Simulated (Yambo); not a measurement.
**BP: optical spectrum with PBE**

The system is BP.

```
P B
1.0
     0.00000    2.26900    2.26900
     2.26900    0.00000    2.26900
     2.26900    2.26900    0.00000
P B
1 1
Cartesian
  3.4035 3.4035 3.4035
  0.0000 0.0000 0.0000
```

```yaml
Program: Yambo 5.3.0
Task: optical spectrum
Functional: PBE
Potentials_or_basis: Ansatz NC SR PBE
Cutoff: 1116 eV
Density_cutoff: 4463 eV
k_mesh: 6 × 6 × 6
Occupations: fixed
Spin: no spin polarisation
k_mesh_of_the_self-consistent_run: 10 × 10 × 10
Direction_of_the_field_or_of_q_to_0: x
Broadening: 0.1 eV
Kernel: Hartree (RPA with local fields)
Top_of_the_energy_range: 20 eV
Energy_points: 200
Correction_of_the_levels: none
Bands_in_the_response: 29
Cutoff_of_the_response_matrix: 3 Ry
```

```json
{
  "Band gap on the k mesh, mean-field level": "1.34 eV, indirect (least direct gap 3.40 eV)",
  "Electronic dielectric constant along the field": "10.01",
  "Electronic dielectric constant along the field, independent particles": "10.66"
}
```

Dielectric function (along the field direction of the input):
```tsv
energy (eV)	real part	imaginary part
0.30	10.04	0.15
0.80	10.21	0.16
1.31	10.54	0.19
1.81	11.11	0.23
2.31	12.03	0.31
2.81	13.67	0.54
3.32	17.88	4.50
3.82	16.76	1.87
4.32	15.78	5.42
4.82	22.63	14.44
5.33	37.10	23.40
5.83	-5.13	57.35
6.33	-11.84	15.08
6.83	-10.49	7.85
7.34	-6.23	4.47
7.84	-4.19	4.00
8.34	-0.07	2.56
8.84	-1.11	6.30
9.35	-2.13	7.16
9.85	-3.87	8.24
10.35	-6.65	5.92
10.85	-4.76	0.92
11.36	-1.49	1.43
11.86	-3.39	1.63
12.36	-2.16	0.76
12.86	-2.54	1.36
13.37	-1.84	0.94
13.87	-1.71	1.13
14.37	-0.85	0.72
14.87	-1.07	0.90
15.38	-1.19	0.73
15.88	-0.31	0.75
16.38	-0.87	0.43
16.88	-0.67	0.61
17.39	-0.74	0.80
17.89	-0.61	0.59
18.39	-0.22	0.37
18.89	-0.28	0.58
19.40	-0.56	0.43
20.00	-0.18	0.33
```

It took 23 s on 1 thread of Intel(R) Xeon(R) 6975P-C (Granite Rapids), with other jobs on the host.

Caveat: this k mesh misses the band edges, so its gaps are larger than the crystal's; spectra need much finer meshes, so this one isn't converged; these spectra lack excitons. Expect the measured gap to be larger: semilocal functionals such as PBE lack the derivative discontinuity.
